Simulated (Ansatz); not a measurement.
# Si62Ge: the cost of one run

Program: Ansatz 0.2.0. Level of theory: DFT PBEsol, plane waves, PAW, scalar-relativistic, no spin polarisation. These are calculated values, not measurements.

### Step 1. Starting point

The cell holds 63 atoms (GeSi62): a = 10.860 Å, b = 10.860 Å, c = 10.860 Å, α = 90.00°, β = 90.00°, γ = 90.00°.

Its coordinates follow in the input file.

### Step 2. End point A

Contents of input.yaml:

```yaml
crystal:
  lattice:
    - [10.86, 0.0, 0.0]
    - [0.0, 10.86, 0.0]
    - [0.0, 0.0, 10.86]
  atoms:
    - { symbol: Si, position: [0.5012298, -0.0003571, -0.0034571] }
    - { symbol: Ge, position: [0.6255454, 0.127368, 0.1318858] }
    - { symbol: Si, position: [0.747142, 0.2505158, 0.0050146] }
    - { symbol: Si, position: [0.8779457, 0.3716075, 0.1222093] }
    - { symbol: Si, position: [0.8741772, 0.1256716, 0.3744809] }
    - { symbol: Si, position: [0.0038409, -0.0017485, 0.0009111] }
    - { symbol: Si, position: [0.1220603, 0.1292941, 0.1208353] }
    - { symbol: Si, position: [0.2517061, 0.2512826, 0.0014505] }
    - { symbol: Si, position: [0.3712675, 0.376656, 0.1244896] }
    - { symbol: Si, position: [0.4992661, 0.5034906, 0.0008944] }
    - { symbol: Si, position: [0.6262858, 0.6229027, 0.1277394] }
    - { symbol: Si, position: [0.7464788, 0.7516709, 0.0025024] }
    - { symbol: Si, position: [0.8725744, 0.876286, 0.1254656] }
    - { symbol: Si, position: [0.2477862, -0.0010129, 0.2475969] }
    - { symbol: Si, position: [0.3760705, 0.124727, 0.3820921] }
    - { symbol: Si, position: [0.5055337, 0.2522093, 0.2494768] }
    - { symbol: Si, position: [0.6184034, 0.375664, 0.3768598] }
    - { symbol: Si, position: [0.7510718, 0.5013381, 0.2534349] }
    - { symbol: Si, position: [0.8779622, 0.622467, 0.3761259] }
    - { symbol: Si, position: [0.5005259, 0.0004014, 0.4968119] }
    - { symbol: Si, position: [0.6228539, 0.1248278, 0.624381] }
    - { symbol: Si, position: [0.7509304, 0.2500187, 0.5000573] }
    - { symbol: Si, position: [0.8758801, 0.3763935, 0.6269182] }
    - { symbol: Si, position: [0.751491, 0.0015562, 0.7499586] }
    - { symbol: Si, position: [0.8740986, 0.1285992, 0.8742115] }
    - { symbol: Si, position: [0.0025739, 0.5032426, -0.0037537] }
    - { symbol: Si, position: [0.1233534, 0.6206488, 0.1258652] }
    - { symbol: Si, position: [0.248255, 0.7517307, -0.0031917] }
    - { symbol: Si, position: [0.3764625, 0.8762708, 0.1201354] }
    - { symbol: Si, position: [-0.0017413, 0.2509014, 0.2498836] }
    - { symbol: Si, position: [0.1304201, 0.3702985, 0.374885] }
    - { symbol: Si, position: [0.2501231, 0.4995965, 0.2517906] }
    - { symbol: Si, position: [0.3741413, 0.6225458, 0.3760109] }
    - { symbol: Si, position: [0.4998928, 0.7533753, 0.246772] }
    - { symbol: Si, position: [0.622512, 0.8766176, 0.373601] }
    - { symbol: Si, position: [0.0003751, 0.0014575, 0.4974234] }
    - { symbol: Si, position: [0.1248251, 0.1272778, 0.6258364] }
    - { symbol: Si, position: [0.2474054, 0.2483494, 0.4974475] }
    - { symbol: Si, position: [0.3781868, 0.3739452, 0.6275114] }
    - { symbol: Si, position: [0.4959792, 0.5000467, 0.4980289] }
    - { symbol: Si, position: [0.6251637, 0.622928, 0.6222801] }
    - { symbol: Si, position: [0.7465022, 0.7472862, 0.4976962] }
    - { symbol: Si, position: [0.8768037, 0.8764132, 0.6262068] }
    - { symbol: Si, position: [0.2498267, -0.0001997, 0.750961] }
    - { symbol: Si, position: [0.3677996, 0.1222713, 0.8731174] }
    - { symbol: Si, position: [0.5011461, 0.2507527, 0.7480886] }
    - { symbol: Si, position: [0.6279245, 0.3751172, 0.8707216] }
    - { symbol: Si, position: [0.7503426, 0.4994445, 0.7511363] }
    - { symbol: Si, position: [0.8821284, 0.621805, 0.8739427] }
    - { symbol: Si, position: [-0.0005149, 0.7483606, 0.2471723] }
    - { symbol: Si, position: [0.1265164, 0.8770387, 0.3740208] }
    - { symbol: Si, position: [0.0065207, 0.5073174, 0.4941149] }
    - { symbol: Si, position: [0.1255429, 0.6271845, 0.6216645] }
    - { symbol: Si, position: [0.2463691, 0.7561173, 0.4962643] }
    - { symbol: Si, position: [0.3739978, 0.8742513, 0.6244923] }
    - { symbol: Si, position: [-0.0056865, 0.2529743, 0.7462991] }
    - { symbol: Si, position: [0.1223135, 0.3737268, 0.8727376] }
    - { symbol: Si, position: [0.2575332, 0.5025494, 0.7504211] }
    - { symbol: Si, position: [0.3740438, 0.6246681, 0.8731916] }
    - { symbol: Si, position: [0.5020852, 0.747937, 0.7509751] }
    - { symbol: Si, position: [0.6245801, 0.8756756, 0.8774542] }
    - { symbol: Si, position: [-0.0006694, 0.7512542, 0.7491341] }
    - { symbol: Si, position: [0.1253103, 0.876509, 0.8702821] }
total_charge: -2
basis:
  ecutwfc: 420.0
kpoints:
  mp_grid: { grid: [1, 1, 1] }
hamiltonian:
  xc: pbesol
  pseudopotentials: { kind: paw, azcp: { folder: soft_1 } }
scf:
  occupations: { method: fermi_dirac, width: 0.05 }
  lower_state_search: "off"
relax:
  f_tol: 0.03
  max_steps: 60
  adjacent_minimum: "off"
```

On the command line:

```sh
$ ansatz run input.yaml --threads 4 --pin off --max-ram 10240MiB --backend cpu --events-out ev --progress --plain --runs-dir out
```

Q: Estimate wall time and peak memory on 4 threads of Arm Neoverse V2, shared host.

About 22 s, with a peak of 1.1 GiB.
